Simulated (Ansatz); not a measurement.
Results of r²SCAN+rVV10 (plane waves, PAW; Ansatz, a first-principles code) for wurtzite BeO.

Settings: plane-wave cutoff 500 eV, 18×18×8 k mesh (along the axes of the cell as run), gaussian smearing 0.02 eV, scalar-relativistic PAW data made under PBE.

Computed at the level's own relaxed cell.

**Question.** What does this level give for the volume per atom, equilibrium lattice constant a, lattice parameter c and band gap?

**Answer.** 
- volume per atom = 6.82 Å³/atom
- equilibrium lattice constant a = 2.686 Å
- lattice parameter c = 4.364 Å
- band gap = 8.54 eV (on the SCF k mesh)

Measured, for comparison: band gap 11.29 eV (zero-point renormalisation of 699 meV (computed, non-adiabatic AHC, without the lattice-expansion part) added back here; inputs from Miglio et al. (2020), arXiv:2011.12765); lattice constant a 2.698 Å, lattice parameter c 4.377 Å (temperature not stated, no zero-point or thermal correction; as tabulated in Wikipedia's data pages). Computed (rounded) less measured: band gap -2.75 eV, lattice constant a -0.4 %, lattice parameter c -0.3 %. A static lattice is as a rule a little smaller and stiffer than an uncorrected measurement, which narrows the difference in the lattice constant a and would widen misses of the other sign.

The computed numbers hold no vibrational or temperature effects.
